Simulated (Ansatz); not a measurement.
# Fe: from the end of a run back to its start

System: Fe, a measured crystal structure (space group Fm-3m, primitive cell doubled); the cell holds 2 atoms. Source: COD entry 9012706; the sample's temperature and pressure aren't taken into account, and it need not be the stable phase.

```yaml
crystal:
  lattice:
    - [0.00000, 1.81950, 1.81950]
    - [1.81950, 0.00000, 1.81950]
    - [3.63900, 3.63900, 0.00000]
  atoms:
    - { symbol: Fe, position: [0.00000, 0.00000, 0.00000] }
    - { symbol: Fe, position: [0.00000, 0.00000, 0.50000] }
```

Numbers behind element symbols give the atom's place in this list.

All numbers below come from DFT, PBE, PAW, plane waves, scalar-relativistic in Ansatz development build ahead of 0.2.0.

```yaml
plane_wave_cutoff: 420 eV
k_point_mesh: 12×12×6 (Γ-centred)
occupations: Fermi–Dirac smearing, 0.05 eV
```

Moments by site are taken inside atomic spheres; the rest lies between them.

In a plain SCF nothing is tried after convergence.

One run gave this history:

| iteration | Harris–Foulkes energy + 8960 (eV) | largest residual (eV) | M (μB) | absolute moment (μB) |
| --- | --- | --- | --- | --- |
| 1 | 0.0428 | 2.31e+00 | 0.00 | 5.63 |
| 2 | -0.0870 | 1.41e+00 | 0.00 | 5.46 |
| 3 | -0.7586 | 1.28e+00 | 0.00 | 4.63 |
| 4 | -0.4955 | 2.73e-02 | 0.00 | 4.38 |
| 5 | -0.5113 | 5.14e-03 | 0.00 | 4.17 |
| 6 | -0.5123 | 4.56e-04 | 0.00 | 4.12 |
| 7 | -0.5122 | 5.02e-05 | 0.00 | 4.12 |
| 8 | -0.5123 | 2.40e-06 | 0.00 | 4.12 |
| 9 | -0.5123 | 3.92e-07 | 0.00 | 4.12 |
| 10 | -0.5123 | 2.16e-09 | 0.00 | 4.12 |

It ended antiferromagnetic, site moments Fe1 2.01, Fe2 -2.01 μB, total 0.00 μB per cell, no gap on the k-mesh.

Problem. These set-ups ended in different states. Which one gave the run above?
A. spin on, no moments given (the program may seed its own), plain SCF
B. a moment on one site alone, plain SCF [Fe1 4.00 μB]
C. opposed moments +-, plain SCF [Fe1 4.00, Fe2 -4.00 μB]

Solution. C. The others ended as follows, with energies against this run: “a moment on one site alone, plain SCF” magnetic with very unequal moments on like atoms, +40.8 meV/atom; “spin on, no moments given (the program may seed its own), plain SCF” ferromagnetic, -69.6 meV/atom.
